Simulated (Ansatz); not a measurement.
# Ag (Im-3m) in Ansatz: a series of runs

One crystal, Ag, is run at these levels: r2SCAN; tasks: single point, equation of state.

Everything below comes from runs of Ansatz 0.2.0. Logs are shortened: lines on timing, memory, paths and dates and some standing lists are left out, and cuts for length are marked.

### 1 The crystal as given

The structure is cubic, space group Im-3m (No. 229). The conventional cell has a = 3.311 Å, b = 3.311 Å, c = 3.311 Å, α = 90.00°, β = 90.00°, γ = 90.00°. Ag (site symmetry m-3m) is surrounded by 8 Ag at 2.87 Å.

This isn't the form of Ag at room conditions, which is fcc.

### 2 Single point, r2SCAN, 17.06 Å³/atom (volume scaled by 0.94)

input.yaml reads:

```yaml
crystal:
  lattice:
    - [-1.6218556592, 1.6218556592, 1.6218556592]
    - [1.6218556592, -1.6218556592, 1.6218556592]
    - [1.6218556592, 1.6218556592, -1.6218556592]
  atoms:
    - { symbol: Ag, position: [0.0, 0.0, 0.0] }
hamiltonian:
  xc: r2scan
  pseudopotentials: { kind: paw }
kpoints:
  mp_grid: { grid: [11, 11, 11] }
scf:
  occupations: { method: fermi_dirac, width: 0.05 }
output:
  forces: true
  stress: true
  eigenvalues: true
```

Potentials or basis: Ansatz PAW.

Command:

```console
$ ansatz run input.yaml --threads 2 --pin off --max-ram 5632MiB --backend cpu --events-out ev --progress --plain --runs-dir out
```

The program printed:

```text
Warning: RAYON_NUM_THREADS=2 ignored (pool sized by the plan → 2); use --threads N
Engine: ansatz 0.2.0, x86_64-unknown-linux-gnu
Pseudopotentials: kind: paw
Pseudopotential: Ag, paw, valence charge 19, recommended cutoff 500 eV (meta_gga), Ag.paw.azcp
Functional definition: r2SCAN
  parameter k0 = 0.174
  parameter k1 = 0.065
  parameter a1 = 4.9479
  exchange = r2scan_x(k0 = k0, k1 = k1, a1 = a1)
  correlation = r2scan_c
Crystal: 1 atoms, lattice volume = 17.065 Å³
Basis set: ecut = 500 eV, 429 PW (Γ), exchange–correlation on 96×96×96 points (64 copies of the dense FFT grid, shifted against one another)
Bands: 14, of which v1, the nominal top of the filled ones, is band 10 counted from 1 (9 counted from 0)
Symmetry: 48 space group operations
Space group: Im-3m (ITA 229), of the structure as read, at distance tolerance 2.6e-5 Å
k-points: 56 of 1331
Non-local potential: Ag, projectors of the file, l = 0: 3, l = 1: 2, l = 2: 2, l = 3: 1
PAW form: soft (Blöchl's): semilocal exchange-correlation on the pseudo side does not see the compensation charge
PAW frozen core: Ag, regenerated for the run's functional (the file was generated under x = pbe(κ = 0.804, μ = 0.2195149727645171), c = pbe(β = 0.06672455060314922))
PAW one-centre angular grid: Ag, 590 points (default); XC on 160 Gauss nodes
Initial density: superposition of atomic densities (neutral atoms: chi_scale 0, normalization atom), corrected by the library's trained network
Initial wavefunctions: pseudopotential atomic-orbital guess
Functional: x = r2scan, c = r2scan; τ floored in thin density (d = 2e-4 eV/Å³)
SCF iter   1: F=—  HF=-7603.924122 eV  |F-HF|=—  |Δ(HF+E_count)|=         —  Δρ=1.10e-2  dr2=1.92e-2  dr2_τ=6.23e-4  ethr=1.77e-3  ⟨swp⟩=4.9  Hψ=3995  notcnv=0
preconditioner: auto → none  [insulator: Δε(μ)=0.221 eV  Ē_g=17.298 eV  σ=0.050 eV  W_gap=0.62  n_scr=12 (ndim 8)  ℏωp=29.8 eV  f_vac=0.000  D(μ)=0.46/eV (n_scr^D=0)  ε∞_Penn≈4.0]
SCF iter   2: F=—  HF=-7603.921208 eV  |F-HF|=—  |Δ(HF+E_count)|=   2.91e-3  Δρ=6.15e-3  dr2=2.41e-3  dr2_τ=6.40e-4  ethr=1.01e-4  ⟨swp⟩=2.2  Hψ=1641  notcnv=0  defer=19
SCF iter   3: F=—  HF=-7603.920807 eV  |F-HF|=—  |Δ(HF+E_count)|=   4.01e-4  Δρ=2.35e-3  dr2=4.56e-4  dr2_τ=2.43e-5  ethr=1.27e-5  ⟨swp⟩=2.3  Hψ=1154  notcnv=0  defer=19
SCF iter   4: F=—  HF=-7603.920741 eV  |F-HF|=—  |Δ(HF+E_count)|=   6.64e-5  Δρ=5.24e-4  dr2=2.13e-5  dr2_τ=2.09e-6  ethr=2.40e-6  ⟨swp⟩=1.0  Hψ=770  notcnv=0  defer=19
SCF iter   5: F=—  HF=-7603.920746 eV  |F-HF|=—  |Δ(HF+E_count)|=   4.90e-6  Δρ=6.50e-5  dr2=3.39e-7  dr2_τ=3.50e-8  ethr=1.12e-7  ⟨swp⟩=1.5  Hψ=926  notcnv=0  defer=19
SCF iter   6: F=-7603.920746 eV  HF=-7603.920746 eV  |F-HF|=3.52e-9  |Δ(HF+E_count)|=   8.39e-8  Δρ=5.86e-6  dr2=1.90e-9  dr2_τ=2.51e-10  ethr=5.26e-10  ⟨swp⟩=5.7  Hψ=3355  notcnv=0
SCF 1 converged in 6 iterations: F = -7603.920746 eV  dr2 = 1.90e-9
SCF converged after 6 iterations
Free energy (F): -7603.920746 eV
Harris-Foulkes:  -7603.920746 eV  (|F-HF|=3.52e-9)
Internal energy: -7603.917254 eV  (E = F + TS)
E sigma→0 (E₀):  -7603.919000 eV
Entropy (-TS):   -0.003492 eV (-3.492 meV/atom)
Fermi energy:    17.344065 eV
--- Per-component energies (eV) ---
  E_band       = -254.527561
  E_kinetic    = 528.389077
  E_local      = -2199.332395  (includes V_loc(G=0)·N_el)
  E_nonlocal   = 81.248735
  E_hartree    = 1003.339753
  E_xc         = -178.581575
  E_vxc        = -263.095075  (∫ρ·V_xc dr)
  E_paw        = -3922.409786  (= ΣΔE_a)
  E_vpaw       = -427.352084  (= ΣTr[D̂ρ^β])
  E_aug_tail   = 0.000061  (compensation charges beyond the density's cutoff)
  E_vtau       = 18.933871  (kinetic-family band-sum trace: ∫τ·v_τ [+ j·A + Jᵃ·Aᵃ] dr)
  E_ewald      = -2916.061812
  E_core_change = -0.509311  (= ΣΔE_core)
  E_smearing   = -0.003492  (= −TS)
  E_closure    = -0.000000  (closes the sum)
  Σ components = -7603.920746   (vs F -7603.920746, Δ=0.00e0)
--- Forces (eV/Å), atoms counted from 1 ---
  atom   1  Ag    -0.00000000     0.00000000     0.00000000
  max |Σ_I F_I| component: 5.75e-32 eV/Å
--- Stress (GPa, compression-positive) ---
        2.225372       0.000000       0.000000
        0.000000       2.225372      -0.000000
        0.000000       0.000000       2.225372
  P = ⅓ Tr σ = 2.2254 GPa (22.254 kbar)
--- Band table (eV; the first three rows and the last of 56) ---
  k-point 0: bands = ["-77.3323", "-39.8559", "-39.8559", "-39.8559", "9.4069", "12.0685", "12.0685", "12.0685", "13.4197", "13.4197", "35.7550", "35.7550", "35.7550", "42.4669"]
  k-point 1: bands = ["-77.3308", "-39.8699", "-39.8609", "-39.8557", "9.6862", "12.0008", "12.0815", "12.2281", "13.3491", "13.4247", "35.0634", "35.6450", "35.9552", "40.1738"]
  k-point 2: bands = ["-77.3265", "-39.9075", "-39.8746", "-39.8553", "10.3957", "11.8235", "12.1897", "12.6766", "13.2335", "13.4419", "32.5174", "34.7194", "36.4728", "38.2633"]
  k-point 55: bands = ["-77.2971", "-39.9887", "-39.9869", "-39.9869", "10.6521", "10.6750", "14.1034", "14.1034", "14.1644", "23.6298", "24.8768", "24.8768", "30.8849", "31.2845"]
```

Wall time 2.8 s (2 threads of Intel Xeon at 2.50GHz (Skylake/Cascade Lake), shared host); peak memory 0.36 GiB.

Results:

```yaml
Free_energy: -7603.9207 eV
Pressure: 2.2 GPa
Band_gap_on_the_k_mesh: none (metal or under the smearing width)
```

Caveat: the PAW data sets come from PBE, with cores solved anew for the run's functional, which leaves a small shift of forces and pressure.

### 3 Single point, r2SCAN, 17.43 Å³/atom (volume scaled by 0.96)

input.yaml reads:

```yaml
crystal:
  lattice:
    - [-1.6332775543, 1.6332775543, 1.6332775543]
    - [1.6332775543, -1.6332775543, 1.6332775543]
    - [1.6332775543, 1.6332775543, -1.6332775543]
  atoms:
    - { symbol: Ag, position: [0.0, 0.0, 0.0] }
hamiltonian:
  xc: r2scan
  pseudopotentials: { kind: paw }
kpoints:
  mp_grid: { grid: [11, 11, 11] }
scf:
  occupations: { method: fermi_dirac, width: 0.05 }
output:
  forces: true
  stress: true
  eigenvalues: true
  write_density: true
  write_potential: true
  elf: true
  volumetric_format: npy
```

Potentials or basis: Ansatz PAW.

Command:

```console
$ ansatz run input.yaml --threads 2 --pin off --max-ram 5632MiB --backend cpu --events-out ev --progress --plain --runs-dir out
```

It took 3.4 s on 2 threads of Intel Xeon at 2.50GHz (Skylake/Cascade Lake), shared host; peak memory 0.36 GiB.

The run converged. Its results:

* Free energy: -7603.9232 eV
* Pressure: 0.0 GPa
* Band gap on the k mesh: none (metal or under the smearing width)

Caveat: the PAW data sets come from PBE, with cores solved anew for the run's functional, which leaves a small shift of forces and pressure.

### 4 Single point, r2SCAN, 17.79 Å³/atom (volume scaled by 0.98)

input.yaml reads:

```yaml
crystal:
  lattice:
    - [-1.6445418934, 1.6445418934, 1.6445418934]
    - [1.6445418934, -1.6445418934, 1.6445418934]
    - [1.6445418934, 1.6445418934, -1.6445418934]
  atoms:
    - { symbol: Ag, position: [0.0, 0.0, 0.0] }
hamiltonian:
  xc: r2scan
  pseudopotentials: { kind: paw }
kpoints:
  mp_grid: { grid: [11, 11, 11] }
scf:
  occupations: { method: fermi_dirac, width: 0.05 }
output:
  forces: true
  stress: true
  eigenvalues: true
```

Command:

```console
$ ansatz run input.yaml --threads 2 --pin off --max-ram 5632MiB --backend cpu --events-out ev --progress --plain --runs-dir out
```

Wall time 2.6 s (2 threads of Intel Xeon at 2.50GHz (Skylake/Cascade Lake), shared host); peak memory 0.35 GiB.

Results (log left out):

| Quantity | Value |
| --- | --- |
| Free energy | -7603.9208 eV |
| Pressure | -2.0 GPa |
| Band gap on the k mesh | none (metal or under the smearing width) |

Caveat: the PAW data sets come from PBE, with cores solved anew for the run's functional, which leaves a small shift of forces and pressure.

### 5 Single point, r2SCAN, 18.15 Å³/atom

input.yaml reads:

```yaml
crystal:
  lattice:
    - [-1.655654, 1.655654, 1.655654]
    - [1.655654, -1.655654, 1.655654]
    - [1.655654, 1.655654, -1.655654]
  atoms:
    - { symbol: Ag, position: [0.0, 0.0, 0.0] }
hamiltonian:
  xc: r2scan
  pseudopotentials: { kind: paw }
kpoints:
  mp_grid: { grid: [11, 11, 11] }
scf:
  occupations: { method: fermi_dirac, width: 0.05 }
output:
  forces: true
  stress: true
  eigenvalues: true
  write_density: true
  write_potential: true
  elf: true
  volumetric_format: npy
```

Command:

```console
$ ansatz run input.yaml --threads 2 --pin off --max-ram 5632MiB --backend cpu --events-out ev --progress --plain --runs-dir out
```

It took 3.7 s on 2 threads of Intel Xeon at 2.50GHz (Skylake/Cascade Lake), shared host; peak memory 0.36 GiB.

It converged, with:

```
Free energy            : -7603.9142 eV
Pressure               : -3.7 GPa
Band gap on the k mesh : none (metal or under the smearing width)
```

Caveat: the PAW data sets come from PBE, with cores solved anew for the run's functional, which leaves a small shift of forces and pressure.

### 6 Single point, r2SCAN, 18.52 Å³/atom (volume scaled by 1.02)

input.yaml reads:

```yaml
crystal:
  lattice:
    - [-1.6666189156, 1.6666189156, 1.6666189156]
    - [1.6666189156, -1.6666189156, 1.6666189156]
    - [1.6666189156, 1.6666189156, -1.6666189156]
  atoms:
    - { symbol: Ag, position: [0.0, 0.0, 0.0] }
hamiltonian:
  xc: r2scan
  pseudopotentials: { kind: paw }
kpoints:
  mp_grid: { grid: [11, 11, 11] }
scf:
  occupations: { method: fermi_dirac, width: 0.05 }
output:
  forces: true
  stress: true
  eigenvalues: true
```

Potentials or basis: Ansatz PAW.

Command:

```console
$ ansatz run input.yaml --threads 2 --pin off --max-ram 5632MiB --backend cpu --events-out ev --progress --plain --runs-dir out
```

Run time: 3.1 s. Hardware: 2 threads of Intel Xeon at 2.50GHz (Skylake/Cascade Lake), shared host; peak memory 0.36 GiB.

The run converged. Its results:

| Item | Value |
| --- | --- |
| Free energy | -7603.9040 eV |
| Pressure | -5.2 GPa |
| Band gap on the k mesh | none (metal or under the smearing width) |

Caveat: the PAW data sets come from PBE, with cores solved anew for the run's functional, which leaves a small shift of forces and pressure.

### 7 Single point, r2SCAN, 18.88 Å³/atom (volume scaled by 1.04)

input.yaml, as its differences from that of step 6:

```diff
@@ -2,5 +2,5 @@
   lattice:
-    - [-1.6666189156, 1.6666189156, 1.6666189156]
-    - [1.6666189156, -1.6666189156, 1.6666189156]
-    - [1.6666189156, 1.6666189156, -1.6666189156]
+    - [-1.6774414196, 1.6774414196, 1.6774414196]
+    - [1.6774414196, -1.6774414196, 1.6774414196]
+    - [1.6774414196, 1.6774414196, -1.6774414196]
   atoms:
```

Command:

```console
$ ansatz run input.yaml --threads 2 --pin off --max-ram 5632MiB --backend cpu --events-out ev --progress --plain --runs-dir out
```

Run time: 2.9 s. Hardware: 2 threads of Intel Xeon at 2.50GHz (Skylake/Cascade Lake), shared host; peak memory 0.36 GiB.

It converged, with:

* Free energy: -7603.8906 eV
* Pressure: -6.5 GPa
* Band gap on the k mesh: none (metal or under the smearing width)

Caveat: the PAW data sets come from PBE, with cores solved anew for the run's functional, which leaves a small shift of forces and pressure.

### 8 Single point, r2SCAN, 19.24 Å³/atom (volume scaled by 1.06)

input.yaml, as its differences from that of step 7:

```diff
@@ -2,5 +2,5 @@
   lattice:
-    - [-1.6774414196, 1.6774414196, 1.6774414196]
-    - [1.6774414196, -1.6774414196, 1.6774414196]
-    - [1.6774414196, 1.6774414196, -1.6774414196]
+    - [-1.6881260479, 1.6881260479, 1.6881260479]
+    - [1.6881260479, -1.6881260479, 1.6881260479]
+    - [1.6881260479, 1.6881260479, -1.6881260479]
   atoms:
```

Command:

```console
$ ansatz run input.yaml --threads 2 --pin off --max-ram 5632MiB --backend cpu --events-out ev --progress --plain --runs-dir out
```

Wall time 3.9 s (2 threads of Intel Xeon at 2.50GHz (Skylake/Cascade Lake), shared host); peak memory 0.36 GiB.

It converged, with:

```
Free energy            : -7603.8745 eV
Pressure               : -7.7 GPa
Band gap on the k mesh : none (metal or under the smearing width)
```

Caveat: the PAW data sets come from PBE, with cores solved anew for the run's functional, which leaves a small shift of forces and pressure.

### 9 Equation of state, r2SCAN

Potentials or basis: Ansatz PAW.

This step only gathers the single runs of the series.

Results:

| Item | Value |
| --- | --- |
| Equilibrium volume | 17.42 Å³/atom |
| Bulk modulus | 102 GPa |
| Pressure derivative of the bulk modulus | 5.7 |

Energy against volume, from the lowest point:
```csv
volume (Å³/atom),energy (meV/atom)
17.065,2.41
17.428,0.00
17.791,2.40
18.154,8.97
18.517,19.20
18.880,32.57
19.243,48.68
```

Caveat: the PAW data sets were made with another functional, which shifts forces and pressure a little.
